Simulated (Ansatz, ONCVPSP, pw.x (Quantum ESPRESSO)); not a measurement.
## pw.x on fcc O: one setting changed

Potential: optimised norm-conserving Vanderbilt (ONCV), ONCVPSP 4.0.1.1 (patched build), PBE; core [He], reference 2s2 2p4; waves: 2s: rc 0.65 bohr, ncon 3, nbas 6, qcut 10.2 1/bohr, local; 2p: rc 1.40 bohr, ncon 5, nbas 8, qcut 9.1 1/bohr, 2 projectors, debl 2.4 Ha; local part: the s channel; core correction: Teter function fitted to the true core (icmod 2), fcfact 0.42.

The reference run (k-mesh 18³, cutoffs 130/520 Ry, Fermi–Dirac 0.01 Ry, mixing_beta 0.4, conv_thr 1e-9, no spin) gives 0.31 GPa at 8.041 Å³/atom, where all-electron LAPW gives 0.14 GPa. This run, with its own iteration cap, changes degauss to 0.005.

```
&control
  calculation='scf', prefix='x', pseudo_dir='./', outdir='./tmp', tstress=.true., disk_io='none'
/
&system
  ibrav=0, nat=1, ntyp=1, ecutwfc=130, ecutrho=520, nbnd=10,
  occupations='smearing', smearing='fd', degauss=0.005
/
&electrons
  conv_thr=1e-09, mixing_beta=0.4, electron_maxstep=60
/
ATOMIC_SPECIES
O 1.0 O.UPF
CELL_PARAMETERS angstrom
  0.00000000 1.59010824 1.59010824
  1.59010824 0.00000000 1.59010824
  1.59010824 1.59010824 0.00000000
ATOMIC_POSITIONS crystal
O 0.0000 0.0000 0.0000
K_POINTS automatic
18 18 18 0 0 0
```

```bash
pw.x < O.scf.in > O.scf.out
```

**Question.** How does the run end?

**Answer.** It converges in 6 iterations; the free energy moves by +28.0 meV/atom and the pressure by -0.86 GPa. In a metal, with Fermi–Dirac smearing, F lies below its zero-width value by a term in the square of the width.

```
Message from routine setup:
     using ibrav=0 with symmetry is DISCOURAGED, use correct ibrav instead
     lattice parameter (alat)  =       4.2495  a.u.
     unit-cell volume          =      54.2634 (a.u.)^3
     number of electrons       =         6.00
     number of Kohn-Sham states=           10
     kinetic-energy cutoff     =     130.0000  Ry
     charge density cutoff     =     520.0000  Ry
     scf convergence threshold =      1.0E-09
     Exchange-correlation= PBE
     number of k points=   195  Fermi-Dirac smearing, width (Ry)=  0.0050
     iteration #  1     ecut=   130.00 Ry     beta= 0.40
     total energy              =     -33.12205616 Ry
     estimated scf accuracy    <       0.00026628 Ry
     iteration #  2     ecut=   130.00 Ry     beta= 0.40
     total energy              =     -33.12207937 Ry
     estimated scf accuracy    <       0.00003306 Ry
     iteration #  3     ecut=   130.00 Ry     beta= 0.40
     total energy              =     -33.12208924 Ry
     estimated scf accuracy    <       0.00000168 Ry
     iteration #  4     ecut=   130.00 Ry     beta= 0.40
     total energy              =     -33.12208961 Ry
     estimated scf accuracy    <       0.00000002 Ry
     iteration #  5     ecut=   130.00 Ry     beta= 0.40
     total energy              =     -33.12208962 Ry
     estimated scf accuracy    <          1.9E-09 Ry
     iteration #  6     ecut=   130.00 Ry     beta= 0.40
     the Fermi energy is     4.7890 ev
!    total energy              =     -33.12208962 Ry
     estimated scf accuracy    <          4.8E-12 Ry
     smearing contrib. (-TS)   =      -0.00132391 Ry
     The total energy is F=E-TS. E is the sum of the following terms:
     one-electron contribution =      -2.31286300 Ry
     hartree contribution      =       4.93060945 Ry
     xc contribution           =      -8.27391550 Ry
     ewald contribution        =     -27.46459665 Ry
     convergence has been achieved in   6 iterations
          total   stress  (Ry/bohr**3)                   (kbar)     P=       -5.49
     Message from routine punch:
     Nothing written, as per user request (disk_io='none')
```

The run took about 22 s on one core of a shared host (AMD EPYC 7R43 64-Core Processor, 256 threads, 1004 GiB, load 72).
